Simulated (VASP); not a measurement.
# HgSe (mix) (F-43m) in VASP: notebook

Runs on HgSe (mix). Level: PBE. Tasks: single point, relaxation of cell and atoms.

Everything below comes from runs of VASP 6.6.1. Logs are shortened: lines on timing, memory, paths and dates and some standing lists are left out, and cuts for length are marked.

## 1. Starting point

Symmetry: F-43m, No. 216, cubic system. Conventional cell: a = 6.260 Å, b = 6.260 Å, c = 6.260 Å, α = 90.00°, β = 90.00°, γ = 90.00°. Around Hg (site symmetry -43m) lie 4 Se at 2.71 Å. Se (site symmetry -43m) is surrounded by 4 Hg at 2.71 Å.

## 2. Single point, PBE

File INCAR:

```
SYSTEM = HgSe
  ALGO = Normal
  EDIFF = 1E-6
  ENCUT = 520
  GGA = PE
  ISIF = 2
  ISMEAR = 0
  LASPH = .True.
  LCHARG = .False.
  LREAL = .False.
  LWAVE = .False.
  NBANDS = 16
  NELM = 100
  PREC = Accurate
  SIGMA = 0.1
```

File KPOINTS:

```
k-points
0
Gamma
  12 12 12
  0 0 0
```

File POSCAR:

```
HgSe
1.0
    0.0000000000      3.1301268278      3.1301268278
    3.1301268278      0.0000000000      3.1301268278
    3.1301268278      3.1301268278      0.0000000000
Hg Se
1 1
Direct
    0.0000000000      0.0000000000      0.0000000000
    0.2500000000      0.2500000000      0.2500000000
```

Potentials or basis: VASP PAW PBE potentials, release 64 (Hg, Se).

Run with:

```bash
> cat potpaw_PBE.64/Hg/POTCAR potpaw_PBE.64/Se/POTCAR > POTCAR
> mpirun -np 1 vasp_std > vasp.out
```

OUTCAR:

```text
SYSTEM = HgSe
   EDIFF = 1E-6
   ENCUT = 520
   GGA = PE
   ISIF = 2
   ISMEAR = 0
   LASPH = .True.
   LREAL = .False.
   NELM = 100
   PREC = Accurate

 ion  position               nearest neighbor table
   1  0.000  0.000  0.000-   2 2.71   2 2.71   2 2.71   2 2.71
   2  0.250  0.250  0.250-   1 2.71   1 2.71   1 2.71   1 2.71

  LATTYP: Found a face centered cubic cell.
 ALAT       =     6.2602536556

  Lattice vectors:

 A1 = (   0.0000000000,   3.1301268278,   3.1301268278)
 A2 = (   3.1301268278,   0.0000000000,   3.1301268278)
 A3 = (   3.1301268278,   3.1301268278,   0.0000000000)

Analysis of symmetry for initial positions (statically):
=====================================================================
 Subroutine PRICEL returns:
 Original cell was already a primitive cell.

 Routine SETGRP: Setting up the symmetry group for a
 face centered cubic supercell.

 Subroutine GETGRP returns: Found 24 space group operations
 (whereof 24 operations were pure point group operations)
 out of a pool of 48 trial point group operations.

The static configuration has the point symmetry T_d .

Analysis of symmetry for dynamics (positions and initial velocities):
=====================================================================
 Subroutine PRICEL returns:
 Original cell was already a primitive cell.

 Routine SETGRP: Setting up the symmetry group for a
 face centered cubic supercell.

 Subroutine GETGRP returns: Found 24 space group operations
 (whereof 24 operations were pure point group operations)
 out of a pool of 48 trial point group operations.

The dynamic configuration has the point symmetry T_d .

 Subroutine INISYM returns: Found 24 space group operations
 (whereof 24 operations are pure point group operations),
 and found     1 'primitive' translations

----------------------------------------------------------------------------------------

                                     Primitive cell

  volume of cell :      61.3360

  direct lattice vectors                    reciprocal lattice vectors
     0.000000000  3.130126828  3.130126828    -0.159737936  0.159737936  0.159737936
     3.130126828  0.000000000  3.130126828     0.159737936 -0.159737936  0.159737936
     3.130126828  3.130126828  0.000000000     0.159737936  0.159737936 -0.159737936

  length of vectors
     4.426667812  4.426667812  4.426667812     0.276674222  0.276674222  0.276674222
[... 80 lines left out ...]
   NELM   =    100;   NELMIN=  2; NELMDL= -5     # of ELM steps
   EDIFF  = 0.1E-05   stopping-criterion for ELM
   LREAL  =      F    real-space projection
   EDIFFG = 0.1E-04   stopping-criterion for IOM
   NSW    =      0    number of steps for IOM
   IBRION =     -1    ionic relax: 0-MD 1-quasi-New 2-CG
   NFREE  =      0    steps in history (QN), initial steepest desc. (CG)
   ISIF   =      2    stress and relaxation
   ISYM   =      2    0-nonsym 1-usesym 2-fastsym
   POTIM  = 0.5000    time-step for ionic-motion
   TEBEG  =    0.0;   TEEND  =   0.0 temperature during run
   PSTRESS=    0.0 pullay stress
   NELECT =      18.0000    total number of electrons
   NUPDOWN=      -1.0000    fix difference up-down
   EMIN   =  10.00;   EMAX   =-10.00  energy-range for DOS
   EFERMI =   0.00;   METHOD = LEGACY
   ISMEAR =     0;   SIGMA  =   0.10  broadening in eV -4-tet -1-fermi 0-gaus
   EFERMI_NEDOS =   21; number of points for ismear=-14 and -15
   IALGO  =     38    algorithm
   IMIX   =      4    mixing-type and parameters
     AMIX     =   0.40;   BMIX     =  1.00
     AMIX_MAG =   1.60;   BMIX_MAG =  1.00
  volume/ion in A,a.u.               =      30.67       206.96
  Fermi-wavevector in a.u.,A,eV,Ry     =   1.087912  2.055855 16.103207  1.183552
  Thomas-Fermi vector in A             =   2.224082
   LORBIT       =      0    0 simple, 1 ext, 2 COOP (PROOUT), +10 PAW based schemes
   GGA     = PE    functional components
   LHFCALC =     F    Hartree Fock is set to
   AEXX    =    0.0000 exact exchange contribution
   IVDW    =     0    specifies the selected vdW correction
   LEPSILON=     F    determine dielectric tensor
   LRPA    =     F    only Hartree local field effects (RPA)
 non-spin polarized calculation
 Gauss-broadening in eV      SIGMA  =   0.10
  energy-cutoff  :      520.00
  volume of cell :       61.34
 maximum number of plane-waves:      1676
 NGX is ok and might be reduce to    36
   NGX = 17   NGY = 17   NGZ = 17

 number of electron      18.0000002 magnetization

 Free energy of the ion-electron system (eV)
  ---------------------------------------------------
  ext. energy  EPLUGINS =         0.00000000
  ---------------------------------------------------
  free energy    TOTEN  =        -4.08919332 eV

  energy without entropy =       -4.08902541  energy(sigma->0) =       -4.08910936

 E-fermi :   1.0269     XC(G=0):  -8.6467

 val. band max:        0.9519217826   @ k =   0.0000   0.0000   0.0000
 cond. band min:       1.2739567649   @ k =   0.0833   0.0000   0.0000
 fundamental gap:      0.3220349823
 Fermi energy:         1.0268525171

 k-point     1 :       0.0000    0.0000    0.0000
  band No.  band energies     occupation
      1     -11.9363      2.00000
      2      -5.7340      2.00000
      3      -5.7340      2.00000
      4      -5.7340      2.00000
      5      -5.1302      2.00000
      6      -5.1302      2.00000
[... 433 lines left out ...]
      3      -5.5342      2.00000
      4      -5.1419      2.00000
      5      -5.1055      2.00000
      6      -4.8544      2.00000
[... 8 lines left out ...]
     15      11.8920      0.00000
     16      12.1336      0.00000

 [... further k-points ...]

------------------------ aborting loop because EDIFF is reached ----------------------------------------

  FORCE on cell =-STRESS in cart. coord.  units (eV):
  Direction    XX          YY          ZZ          XY          YZ          ZX
  --------------------------------------------------------------------------------------
  -------------------------------------------------------------------------------------
  Total        0.0677331      0.0677331      0.0677331      0.0000000      0.0000000      0.0000000
  in kB        1.7692763      1.7692763      1.7692763      0.0000000      0.0000000      0.0000000
  external PRESSURE =       1.7692763 kB  Pullay stress =       0.0000000 kB

 VOLUME and BASIS-vectors are now :
 -----------------------------------------------------------------------------
  energy-cutoff  :      520.00
  volume of cell :       61.34
      direct lattice vectors                 reciprocal lattice vectors
     0.000000000  3.130126828  3.130126828    -0.159737936  0.159737936  0.159737936
     3.130126828  0.000000000  3.130126828     0.159737936 -0.159737936  0.159737936
     3.130126828  3.130126828  0.000000000     0.159737936  0.159737936 -0.159737936

 POSITION                                       TOTAL-FORCE (eV/Angst)
 -----------------------------------------------------------------------------------
      0.00000      0.00000      0.00000         0.000000      0.000000     -0.000000
      1.56506      1.56506      1.56506        -0.000000     -0.000000      0.000000
 -----------------------------------------------------------------------------------
    total drift:                               -0.000000     -0.000000     -0.000000

  FREE ENERGIE OF THE ION-ELECTRON SYSTEM (eV)
  ---------------------------------------------------
  free  energy   TOTEN  =        -4.0891933188 eV

  energy  without entropy=       -4.0890254074  energy(sigma->0) =       -4.08910936
```

stdout:

```text
POSCAR found type information on POSCAR HgSe
 POSCAR found :  2 types and       2 ions
 scaLAPACK will be used
 LDA part: xc-table for (Slater+PW92), standard interpolation
 POSCAR, INCAR and KPOINTS ok, starting setup
 FFT: planning ... GRIDC
 FFT: planning ... GRID_SOFT
 FFT: planning ... GRID
 WAVECAR not read
 entering main loop
```

It took 48 s on 1 thread of Intel Xeon Platinum 8488C (Sapphire Rapids), shared host; peak memory 0.24 GiB.

Results:

- Free energy: -4.0892 eV
- Pressure: 0.2 GPa
- Band gap on the k mesh: none (metal or under the smearing width)

Levels at points of the mesh, in eV from the Fermi level:
| k point | band 7 | band 8 | band 9 | band 10 | band 11 | band 12 |
| --- | --- | --- | --- | --- | --- | --- |
| (0.00, 0.00, 0.00) | -1.12 | -0.07 | -0.07 | -0.07 | 5.51 | 5.51 |
| (0.50, 0.00, 0.00) | -5.01 | -0.89 | -0.89 | 1.02 | 6.21 | 6.21 |
| (0.50, 0.50, 0.00) | -4.75 | -2.03 | -2.03 | 2.61 | 3.12 | 8.21 |

Spin-orbit coupling is left out, which matters for the levels of Hg.

## 3. Relaxation of cell and atoms, PBE

This run uses another cell than the first one, of 28.07 Å³/atom, 0.915 times its volume.

File INCAR:

```
SYSTEM = HgSe
  PREC = Accurate
  ENCUT = 600
  EDIFF = 1E-6
  ISMEAR = 0
  SIGMA = 0.1
  LREAL = .False.
  LASPH = .True.
  NELM = 100
  ALGO = Normal
  ISIF = 3
  LWAVE = .False.
  LCHARG = .False.
  GGA = PE
  IBRION = 2
  NSW = 100
  EDIFFG = -0.002
```

File KPOINTS:

```
regular mesh
0
Gamma
  12 12 12
  0 0 0
```

File POSCAR:

```
HgSe
1.0
    0.0000000000      3.0390000000      3.0390000000
    3.0390000000      0.0000000000      3.0390000000
    3.0390000000      3.0390000000      0.0000000000
Hg Se
1 1
Direct
    0.0000000000      0.0000000000      0.0000000000
    0.2500000000      0.2500000000      0.2500000000
```

Potentials or basis: VASP PAW PBE potentials, release 64 (Hg, Se).

Run with:

```bash
> cat potpaw_PBE.64/Hg/POTCAR potpaw_PBE.64/Se/POTCAR > POTCAR
> mpirun -np 1 vasp_std > vasp.out
```

OUTCAR:

```text
SYSTEM = HgSe
   PREC = Accurate
   ENCUT = 600
   EDIFF = 1E-6
   ISMEAR = 0
   LREAL = .False.
   LASPH = .True.
   NELM = 100
   ISIF = 3
   GGA = PE
   IBRION = 2
   NSW = 100
   EDIFFG = -0.002

 ion  position               nearest neighbor table
   1  0.000  0.000  0.000-   2 2.63   2 2.63   2 2.63   2 2.63
   2  0.250  0.250  0.250-   1 2.63   1 2.63   1 2.63   1 2.63

  LATTYP: Found a face centered cubic cell.
 ALAT       =     6.0780000000

  Lattice vectors:

 A1 = (   0.0000000000,   3.0390000000,   3.0390000000)
 A2 = (   3.0390000000,   0.0000000000,   3.0390000000)
 A3 = (   3.0390000000,   3.0390000000,   0.0000000000)

Analysis of symmetry for initial positions (statically):
=====================================================================
 Subroutine PRICEL returns:
 Original cell was already a primitive cell.

 Routine SETGRP: Setting up the symmetry group for a
 face centered cubic supercell.

 Subroutine GETGRP returns: Found 24 space group operations
 (whereof 24 operations were pure point group operations)
 out of a pool of 48 trial point group operations.

The static configuration has the point symmetry T_d .

Analysis of symmetry for dynamics (positions and initial velocities):
=====================================================================
 Subroutine PRICEL returns:
 Original cell was already a primitive cell.

 Routine SETGRP: Setting up the symmetry group for a
 face centered cubic supercell.

 Subroutine GETGRP returns: Found 24 space group operations
 (whereof 24 operations were pure point group operations)
 out of a pool of 48 trial point group operations.

The dynamic configuration has the point symmetry T_d .

 Subroutine INISYM returns: Found 24 space group operations
 (whereof 24 operations are pure point group operations),
 and found     1 'primitive' translations

[... 135 lines left out ...]

 number of electron      17.9999998 magnetization

 Free energy of the ion-electron system (eV)
  ---------------------------------------------------
  ext. energy  EPLUGINS =         0.00000000
  ---------------------------------------------------
  free energy    TOTEN  =        -4.01029154 eV

  energy without entropy =       -4.01013318  energy(sigma->0) =       -4.01021236

------------------------ aborting loop because EDIFF is reached ----------------------------------------

  FORCE on cell =-STRESS in cart. coord.  units (eV):
  Direction    XX          YY          ZZ          XY          YZ          ZX
  --------------------------------------------------------------------------------------
  -------------------------------------------------------------------------------------
  Total        1.7702137      1.7702137      1.7702137      0.0000000      0.0000000     -0.0000000
  in kB       50.5259148     50.5259148     50.5259148      0.0000000      0.0000000     -0.0000000
  external PRESSURE =      50.5259148 kB  Pullay stress =       0.0000000 kB
[... 203 lines left out ...]
--------------------------------------- Ionic step        7  -------------------------------------------

 number of electron      18.0000002 magnetization

 Free energy of the ion-electron system (eV)
  ---------------------------------------------------
  ext. energy  EPLUGINS =         0.00000000
  ---------------------------------------------------
  free energy    TOTEN  =        -4.08877164 eV

  energy without entropy =       -4.08860320  energy(sigma->0) =       -4.08868742

 E-fermi :   0.9888     XC(G=0):  -8.6260

 val. band max:        0.9134473494   @ k =   0.0000   0.0000   0.0000
 cond. band min:       1.2329961196   @ k =   0.0833   0.0000   0.0000
 fundamental gap:      0.3195487702
 Fermi energy:         0.9888046121

 k-point     1 :       0.0000    0.0000    0.0000
  band No.  band energies     occupation
      1     -11.9472      2.00000
      2      -5.7502      2.00000
      3      -5.7502      2.00000
      4      -5.7502      2.00000
      5      -5.1532      2.00000
      6      -5.1532      2.00000
      7      -0.1357      2.00000
      8       0.9134      1.71345
      9       0.9134      1.71345
     10       0.9134      1.71345
     11       6.5065      0.00000
     12       6.5065      0.00000
     13       6.5065      0.00000
[... 354 lines left out ...]
  band No.  band energies     occupation
      1     -11.5279      2.00000
      2      -5.5834      2.00000
      3      -5.5525      2.00000
      4      -5.1644      2.00000
      5      -5.1288      2.00000
      6      -4.8798      2.00000
      7      -3.8423      2.00000
      8      -0.8462      2.00000
      9      -0.0944      2.00000
     10       2.9928      0.00000
     11       6.4807      0.00000
     12       7.6447      0.00000
     13       7.6743      0.00000

 [... further k-points ...]

------------------------ aborting loop because EDIFF is reached ----------------------------------------

  FORCE on cell =-STRESS in cart. coord.  units (eV):
  Direction    XX          YY          ZZ          XY          YZ          ZX
  --------------------------------------------------------------------------------------
  -------------------------------------------------------------------------------------
  Total       -0.0005431     -0.0005431     -0.0005431      0.0000000     -0.0000000      0.0000000
  in kB       -0.0141239     -0.0141239     -0.0141239      0.0000000     -0.0000000      0.0000000
  external PRESSURE =      -0.0141239 kB  Pullay stress =       0.0000000 kB
[... 17 lines left out ...]
  FREE ENERGIE OF THE ION-ELECTRON SYSTEM (eV)
  ---------------------------------------------------
  free  energy   TOTEN  =        -4.0887716359 eV

  energy  without entropy=       -4.0886032003  energy(sigma->0) =       -4.08868742

 reached required accuracy - stopping structural energy minimisation
```

Wall time 2.2 min (1 thread of Intel Xeon Platinum 8488C (Sapphire Rapids), shared host); peak memory 0.26 GiB.

Results:

| Item | Value |
| --- | --- |
| Free energy | -4.0888 eV |
| Relaxed volume | 30.81 Å³/atom |
| Relaxed cell | a = 4.433 Å, b = 4.433 Å, c = 4.433 Å, α = 60.00°, β = 60.00°, γ = 60.00° |
| Space group after relaxing (to 0.05 Å) | F-43m (No. 216) |
| Energy gained by relaxing | 39.2 meV/atom |
| Ionic steps | 7 |
| Pressure after relaxing | 0.0 GPa |
| Band gap on the k mesh | none (metal or under the smearing width) |

Step by step:
```
step  energy change (eV)  largest force (eV/Å)  pressure (GPa)  volume (Å³)
   1              0.0000                0.0000            5.05        56.13
   2             -0.0702                0.0000           -1.26        63.64
   3             -0.0785                0.0000            0.02        61.58
   4             -0.0785                0.0000           -0.08        61.70
   5             -0.0785                0.0000            0.07        61.56
   6             -0.0785                0.0000           -0.02        61.62
   7             -0.0785                0.0000            0.00        61.61
```

Final structure:
```
Hg Se
1.0
     0.00000    3.13479    3.13479
     3.13479    0.00000    3.13479
     3.13479    3.13479    0.00000
Hg Se
1 1
Cartesian
  0.0000 0.0000 0.0000
  1.5674 1.5674 1.5674
```

Spin-orbit coupling is left out, which matters for the levels of Hg. Zero-point motion and thermal expansion aren't in these numbers.
